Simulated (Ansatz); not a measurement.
# Si: what symmetry allows forces and stress to be

```xyz
2
Lattice="0.0543 2.7177 2.7177 2.7177 0.0543 2.7177 2.7177 2.7177 0.0543" Properties=species:S:1:pos:R:3 pbc="T T T"
Si    2.7273    2.7273    2.7273
Si    4.1347    4.1347    4.1347
```

Method: DFT PBE, scalar-relativistic, plane waves, PAW in Ansatz 0.2.0.

Plane waves to 420 eV, a k mesh through Γ of 10×10×10 on the computed 2-atom cell and Gaussian smearing (0.02 eV); no spin polarisation.

This distorted cell has space group R-3m, with 12 operations.

Without a calculation: in which directions can each atom feel a force?

A force must be left unchanged by every operation that keeps its atom in place, so it lies in the space that those operations leave fixed. Atoms that the group maps onto each other feel forces of one size.
```
atom site symmetry operations at the site equivalent to atom allowed force (Cartesian)
 Si1             3m                       6                   1   along (0.58, 0.58, 0.58)
 Si2             3m                       6                   1   along (0.58, 0.58, 0.58)
```

That leaves 1 independent force component of 6. A relaxation in this cell that keeps the symmetry moves the atoms in these directions alone.

And the stress tensor?

It must be invariant under the point group, which leaves 2 independent components: xx = yy, xx = zz, yy = zz, yz = xz, yz = xy, xz = xy.

Do the computed values obey this?

Yes. Forces (eV/Å):
```
Si1  0.619  0.619  0.619
Si2 -0.619 -0.619 -0.619
```

Stress (GPa, compression positive, xx yy zz yz xz xy): 5.49 5.49 5.49 -3.49 -3.49 -3.49. The program imposes the same operations on density, forces and stress, so this confirms the analysis and is no independent test of the calculation.